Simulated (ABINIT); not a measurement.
Input of an ABINIT 10.8.3 (patched build) run:

The input run.abi:

```
ndtset 7
getwfk -1
scalecart1 3*0.9795861087
scalecart2 3*0.9864848297
scalecart3 3*0.9932883884
scalecart4 3*1.0000000000
scalecart5 3*1.0066227096
scalecart6 3*1.0131594038
scalecart7 3*1.0196128224

pp_dirpath "./"
pseudos "Sn.GGA_PBE-JTH.xml"

acell 3*1.0 Angstrom
rprim
     0.0000000000     3.2333428000     3.2333428000
     3.2333428000     0.0000000000     3.2333428000
     3.2333428000     3.2333428000     0.0000000000
ntypat 1
znucl 50
natom 2
typat 1 1
xred
     0.7500000000     0.7500000000     0.7500000000
     0.5000000000     0.5000000000     0.5000000000

ecut 15.0
pawecutdg 30.0

kptopt 1
ngkpt 7 7 7
nshiftk 1
shiftk 0.0 0.0 0.0

ixc 27

nband 18
occopt 3
tsmear 0.05 eV

nstep 100
tolvrs 1.0e-9

iomode 3
prtwf 1
prtden 0
prteig 0
prtebands 0
```

Potentials or basis: JTH PAW PBE v2.0.

Command:

```bash
$ abinit run.abi > log 2>&1
```

Q: What does it give for the bulk modulus?

A: 32 GPa (rough).

Q: Estimate the equilibrium volume.

A: 38.19 Å³/atom (rough: see the caveat).

Energy against volume, from the lowest point:
| volume (Å³/atom) | energy (meV/atom) |
| --- | --- |
| 31.775 | 133.51 |
| 32.451 | 99.26 |
| 33.127 | 70.46 |
| 33.803 | 46.59 |
| 34.479 | 27.09 |
| 35.155 | 11.70 |
| 35.831 | 0.00 |

Caveat: the cutoff is too short for stress, so the log's stress isn't used; pressures at fixed basis lie under the slope of the energies; the minimum lies outside the volumes run; the PAW data sets were made with another functional, which shifts forces and pressure a little.
